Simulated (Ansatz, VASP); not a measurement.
**Se in VASP and in Ansatz**

```
CELL_PARAMETERS angstrom
2.81056 0.00000 0.00000
0.00000 2.81056 0.00000
0.00000 0.00000 2.81056
ATOMIC_POSITIONS crystal
Se 0.00000 0.00000 0.00000
```

This isn't the form of Se at room conditions, which is trigonal, of chains.

Alike in both runs: task relaxation of cell and atoms; functional LDA; k mesh 7 × 7 × 7; occupations fermi-dirac, width 0.05 eV; spin-orbit coupling, no magnetisation.

```csv
,VASP,Ansatz
version,VASP 6.6.1,Ansatz 0.2.0
potentials or method,"VASP PAW LDA potentials, release 64 (Se)",Ansatz PAW
plane-wave cutoff (eV),600,420
valence electrons in the cell,6,16
```

VASP gave:

- gap on the k mesh at the Fermi level, each at its own relaxed structure (eV): none
- relaxed volume (Å³/atom): 21.25
- relaxed cell length with the largest relative difference (Å): 2.770
- energy change over the relaxation (meV/atom): -10

Task: What did Ansatz give for the same quantities?

Result: gap on the k mesh at the Fermi level, each at its own relaxed structure (eV): none; relaxed volume (Å³/atom): 21.20; relaxed cell length with the largest relative difference (Å): 2.768; energy change over the relaxation (meV/atom): -11.

A gap of «none» marks a metal or a gap that the smearing closes. The two sets of potentials don't hold the same shells in valence.

Caveats: the plane-wave basis is chosen anew once the cell has moved, so the energies of steps on either side of that aren't comparable (Ansatz); the PAW data sets come from PBE, with cores solved anew for the run's functional, which leaves a small shift of forces and pressure (Ansatz).
